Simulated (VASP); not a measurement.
ZrSe2:

```
Zr Se
1.0
     3.79800    0.00000    0.00000
    -1.89900    3.28916    0.00000
     0.00000    0.00000    6.19200
Zr Se
1 2
Direct
  0.00000 0.00000 0.00000
  0.66667 0.33333 0.75000
  0.33333 0.66667 0.25000
```

Base run:

- Program: VASP 6.6.1
- Functional: r2SCAN
- Potentials or basis: VASP PAW PBE potentials, release 64 (Zr_sv, Se)
- Cutoff: 520 eV
- k mesh: 8 × 8 × 6
- Occupations: gaussian, width 0.02 eV
- Spin: no spin polarisation

Its results: band gap on the k mesh 0.68 eV, indirect (least direct gap 1.35 eV).

Task: The run is repeated on the same cell with these changes: functional from r2SCAN to LDA; potentials or basis from VASP PAW PBE potentials, release 64 (Zr_sv, Se) to VASP PAW LDA potentials, release 64 (Zr_sv, Se). What comes out?

Result: Band gap on the k mesh 0.29 eV, indirect (least direct gap 0.97 eV).
